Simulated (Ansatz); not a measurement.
The system is Sr.

```
Sr
1.0
     7.06595    0.00000    0.00000
    -3.53298    6.11929    0.00000
     0.00000    0.00000    3.81663
Sr
3
Direct
  0.66578 0.00000 0.00000
  0.33422 0.33422 0.00000
  0.00000 0.66578 0.00000
```

This isn't the form of Sr at room conditions, which is fcc.

* Program: Ansatz 0.2.0
* Task: single point
* Functional: PBE
* Potentials or basis: Ansatz PAW
* Cutoff: 420 eV (not typed: the program's choice for these potentials)
* k mesh: 5 × 5 × 7
* Occupations: fermi-dirac, width 0.05 eV
* Spin: no spin polarisation

On this cell: pressure 0.0 GPa; largest force 0.015 eV/Å; band gap on the k mesh none (metal or under the smearing width).

The same run follows on a disturbed copy (atoms moved at random, drawn with an rms of 0.05 Å):

```
Sr
1.0
     7.06595    0.00000    0.00000
    -3.53298    6.11929    0.00000
     0.00000    0.00000    3.81663
Sr
3
Direct
  0.67122 0.00449 0.99594
  0.32617 0.33900 0.99964
  0.99835 0.67022 0.99684
```

Question: What changes?

Answer: The energy (extrapolated to zero smearing) moves by +1.4 meV/atom; pressure 0.0 GPa; largest force 0.106 eV/Å; band gap on the k mesh none (metal or under the smearing width).

Forces in eV/Å, atoms in the order of the input:
```
Sr  -0.099 -0.002 -0.005
Sr   0.105 -0.013  0.007
Sr  -0.006  0.015 -0.002
```

Stress tensor (GPa, compression positive):
```
 0.13  0.00  0.00
 0.00  0.12  0.00
 0.00  0.00 -0.21
```
